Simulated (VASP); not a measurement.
The system is Sb.

```
Sb
1.0
    -1.87134    1.87134    1.87134
     1.87134   -1.87134    1.87134
     1.87134    1.87134   -1.87134
Sb
1
Direct
  0.00000 0.00000 0.00000
```

This isn't the form of Sb at room conditions, which is rhombohedral.

Program: VASP 6.6.1. Alike in all runs: task single point; level PBE0(alpha); potentials or basis VASP PAW PBE potentials, release 64 (Sb); no spin polarisation; cell as given; k mesh 5 × 5 × 5; cutoff (eV) 520; smearing fermi-dirac 0.05 eV; the mesh is coarse, so values aren't converged.

Order these runs on this cell by their pressure, lowest first.
A. share of exact exchange 0.5
B. share of exact exchange 0.1
C. share of exact exchange 0.4
D. share of exact exchange 0.25

A (-9.3 GPa), C (-6.7 GPa), D (-3.6 GPa), B (-0.8 GPa).

Caveats: all runs use coarse meshes; the PAW data sets were made with another functional, which shifts forces and pressure a little.
